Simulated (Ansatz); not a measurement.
# K: pressure up to the limit of the methods

The task here is to estimate one member of a computed series from the others.

Method: DFT PBE, with the methods named in each step, in Ansatz 0.2.0.

## The structure to begin with

It takes space group P6/mmm (No. 191, hexagonal). The conventional cell has a = 7.568 Å, b = 7.568 Å, c = 4.497 Å, α = 90.00°, β = 90.00°, γ = 120.00°. Around K (site symmetry 6/mmm) lie 2 K at 4.50 Å. K (site symmetry -6m2) has 5 K at 4.37 to 4.50 Å as nearest neighbours.

Structure file:

```
K
1.0
     7.56771    0.00000    0.00000
    -3.78386    6.55383    0.00000
     0.00000    0.00000    4.49699
K
3
Direct
  0.00000 0.00000 0.00000
  0.33333 0.66667 0.50000
  0.66667 0.33333 0.50000
```

Whether this phase is the stable one at these pressures isn't tested.

Atoms are numbered in the order of the input: K1, K2, K3.

The first run:

Input file input.yaml:

```yaml
crystal:
  lattice:
    - [7.5677116463, 0.0, 0.0]
    - [-3.7838558232, 6.5538305342, 0.0]
    - [0.0, 0.0, 4.4969861428]
  atoms:
    - { symbol: K, position: [0.0, 0.0, 0.0] }
    - { symbol: K, position: [0.3333333333, 0.6666666667, 0.5] }
    - { symbol: K, position: [0.6666666667, 0.3333333333, 0.5] }
kpoints:
  mp_grid: { grid: [5, 5, 7] }
  band_path:
    path:
      - [0.0, 0.0, 0.0]
      - [0.5, 0.0, 0.0]
      - [0.3333333333, 0.3333333333, 0.0]
      - [0.0, 0.0, 0.0]
      - [0.0, 0.0, 0.5]
      - [0.5, 0.0, 0.5]
      - [0.3333333333, 0.3333333333, 0.5]
      - [0.0, 0.0, 0.5]
      - [0.5, 0.0, 0.5]
    npoints: 14
scf:
  occupations: { method: fermi_dirac, width: 0.1 }
hamiltonian:
  xc: pbe
  pseudopotentials: { kind: all_electron, lapw: { basis_error: 0.001 } }
output:
  forces: true
  stress: true
  eigenvalues: true
  populations: true
  dos: { projected: true, de: 0.2, e_range: [-14, 8] }
```

Launch:

```bash
$ ansatz run input.yaml --threads 1 --pin off --max-ram 3072MiB --backend cpu --events-out ev --progress --plain --runs-dir out
```

Steps of the session up to this table: The reference volume, LAPW; Volume scaled by 1, crystal datasets; Volume scaled by 1, norm-conserving; Volume scaled by 0.95, LAPW; Volume scaled by 0.65, LAPW; Volume scaled by 0.65, norm-conserving; Volume scaled by 0.55, LAPW; Volume scaled by 0.55, crystal datasets; Volume scaled by 0.4, LAPW; Volume scaled by 0.4, crystal datasets; Volume scaled by 0.4, norm-conserving.

One of the session's tables, all rows but one given; the rest of the session is left out.

```
             method  volume over the first  volume (Å³/atom)  pressure (GPa)
               LAPW                      1            74.346            0.00
               LAPW                   0.95            70.629            0.20
               LAPW                   0.65            48.325            3.35
               LAPW                   0.55            40.891            6.30
               LAPW                    0.4            29.739           16.27
                PAW                      1            74.346            0.00
                PAW                   0.95            70.629            0.20
                PAW                   0.65            48.325            3.35
                PAW                   0.55            40.891            6.30
                PAW                    0.4            29.739           16.27
PAW (cutoff 300 eV)                    0.4                 ?               ?
   crystal datasets                      1            74.346            0.00
   crystal datasets                   0.55            40.891            6.30
   crystal datasets                    0.4            29.739           16.27
    norm-conserving                      1            74.346            0.00
    norm-conserving                   0.65            48.325            3.35
    norm-conserving                    0.4            29.739           16.26
```

**Question.** Estimate the row for PAW (cutoff 300 eV), 0.4.

As computed: volume (Å³/atom): 29.739; pressure (GPa): 16.32.

Limits of these values: Rows by PAW come from runs of the same series that aren't printed here. Warnings in the runs' records: crystal datasets made, cutoff below recommended.
